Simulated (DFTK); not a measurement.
## WC (Qusongite) under changes of volume

One of the cells (10.376 Å³/atom); the others are scaled copies at fixed shape and fractional positions:

```
W C
1.0
     2.90650    0.00000    0.00000
    -1.45325    2.51710    0.00000
     0.00000    0.00000    2.83660
W C
1 1
Direct
  0.00000 0.00000 0.00000
  0.66667 0.33333 0.50000
```

* Program: DFTK 0.8.2
* Functional: PBEsol
* Potentials or basis: dojo.nc.sr.pbesol.v0_4_1.standard.upf (PBEsol)
* Cutoff: 1116 eV
* k mesh: 10 × 10 × 9
* Occupations: fermi-dirac, width 0.05 eV
* Spin: no spin polarisation

```tsv
volume (Å³/atom)	energy over the lowest point (meV/atom)	pressure (GPa)
9.754	40.11	25.0
9.961	14.40	14.6
10.169	1.45	5.3
10.376	0.00	-3.1
10.584	8.88	-10.7
10.791	27.04	-17.5
10.999	?	?
```

Q: What does the run at 10.999 Å³/atom give?

A: Energy over the lowest point 53.55 meV/atom; pressure -23.6 GPa.

Worked out: A Birch-Murnaghan fit of order 3 (a polynomial in V^(-2/3)) to the other rows has its minimum at 10.30 Å³/atom with B0 = V·E''(V) = 412 GPa and B' = 4.3 at fixed shape and positions, which overstates the stiffness. It gives 53.64 meV/atom at 10.999 Å³/atom, against the run's 53.55, and -dE/dV = -23.5 GPa, against -23.6.

Energies are extrapolated to zero smearing.
